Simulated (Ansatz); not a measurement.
A trial cell of Bi, before relaxation:

```
Bi
1.0
    -4.12899    4.12899    4.12899
     4.12899   -4.12899    4.12899
     4.12899    4.12899   -4.12899
Bi
8
Direct
  0.20600 0.20600 0.20600
  0.50000 0.00000 0.29400
  0.29400 0.50000 0.00000
  0.00000 0.29400 0.50000
  0.79400 0.79400 0.79400
  0.50000 0.00000 0.70600
  0.70600 0.50000 0.00000
  0.00000 0.70600 0.50000
```

All numbers below come from Ansatz, DFT PBE, scalar-relativistic, plane waves, PAW. Cutoff 420 eV, Gaussian smearing, Γ-centred meshes. Cell and atoms relax first on a coarse mesh and then on a finer one. In between, the cell is made exact in the group found at 0.06 Å. In metals the finer mesh still leaves noise of several meV/atom or more. The steps can't lower the symmetry of their start. No spin polarisation.

A guess keeps its type if space group and coordination stay and the shape of the cell changes little (axis ratios within about 15 %, angles within 6°); the volume may change.

Q: Will the relaxed cell still be of the starting type?

A: It keeps its type. The symmetry stays Ia-3 (No. 206). The volume per atom grows by 22.8 %, from 35.2 to 43.2 Å³. The shortest distance goes from 2.95 Å (Bi–Bi) to 3.05 Å (Bi–Bi). Counting neighbours within 15 % of an atom's shortest distance, the start has Bi 4 and the end Bi 4.

Energies count from the standard state of Bi at the same level.

Q: At what energy does it end?

A: +0.15 eV/atom. So it is a metastable form at best.

The last run used a 6×6×6 mesh for its 8-atom cell and Gaussian smearing of 0.10 eV. Spin–orbit coupling, which can matter for Bi, is left out. A structure relaxed within its symmetry needn't be a true minimum.
